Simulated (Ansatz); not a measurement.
Structure: zincblende BaS, at its r2SCAN minimum. Ba has 4 S at 3.05 Å; S has 4 Ba at 3.05 Å.

Space group F-43m (No. 216). a = 7.039 Å, b = 7.039 Å, c = 7.039 Å, α = 90.00°, β = 90.00°, γ = 90.00°
```
atom  site  symmetry       x       y       z
  Ba    4a      -43m  0.0000  0.0000  0.0000
   S    4d      -43m  0.2500  0.2500  0.7500
```

The questions ask for values computed with Ansatz on this geometry. (Calculated; non-magnetic; the phase may be known or hypothetical.)

Given (6×6×6 mesh): r2SCAN gives an indirect gap of 3.07 eV, from W to Γ; the least direct gap is 3.70 eV at W.

Q: Estimate the gap with LDA on 6×6×6.

A: LDA gives an indirect gap of 2.42 eV, from W to Γ; the least direct gap is 3.10 eV at Γ. The gap differs by -0.65 eV from r2SCAN's.

Q: Estimate the gap with r2SCANh on 4×4×4.

A: r2SCANh gives an indirect gap of 3.62 eV, from W to Γ; the least direct gap is 4.29 eV at W. The gap differs by +0.55 eV from r2SCAN's.

Q: How does the gap change from r2SCAN to HSE06 (4×4×4)?

A: The HSE06 gap is indirect, 3.64 eV (W to Γ), below the direct gap of 4.35 eV at Γ. The gap differs by +0.57 eV from r2SCAN's.

Q: Estimate the gap with DDH-PBE0 on 4×4×4.

A: DDH-PBE0 gives an indirect gap of 4.51 eV, from W to Γ; the least direct gap is 5.23 eV at Γ. The share of exact exchange is 0.276. The gap differs by +1.44 eV from r2SCAN's.

Q: What does G0W0@PBE with 646 empty bands, a screening cutoff of 220 eV and a 4×4×4 mesh give?

A: 4.03 eV (PBE's gap over the path plus the quasiparticle shift read on the mesh). Over the mesh points the PBE gap of 2.75 eV becomes a quasiparticle gap of 4.03 eV (W to Γ), a change of +1.28 eV. Renormalisation factors Z lie between 0.73 and 0.82. No extrapolation in bands, cutoff or mesh was made for G0W0.

Q: How strongly does the crystal screen a field with clamped ions (r2SCAN)?

A: The electronic dielectric tensor ε∞ is 3.43 in all directions. Born charges, averaged over directions: Ba +2.19, S -2.19 e.

Q: Relaxed again with PBEsol, is the cell stable at the zone centre, and where do its optical modes lie?

A: The optical mode at Γ lies at 193 cm⁻¹ without the longitudinal term. With the long-range field the highest mode reaches 256 cm⁻¹.

Q: What do these levels agree on?

A: Set against the finite-basis gap of 4.03 eV from G0W0@PBE (646 empty bands, 220 eV, 4×4×4), the closest functional is PBE0, which differs by +0.31 eV, at about 10 times r2SCAN's rough cost; G0W0 itself took about 200 times r2SCAN's rough cost. The others: HSE06 -0.39, r2SCANh -0.41, r2SCAN0 +0.43, DDH-PBE0 +0.48, r2SCAN -0.96, PBE -1.28, LDA -1.61 eV. The yardstick's own error is a tenth of an eV or more. r2SCAN covers 36 % of the step from PBE to HSE06, while HSE06 needs about 10 times r2SCAN's rough cost (on a coarser mesh). Among these functionals the gap stays indirect.
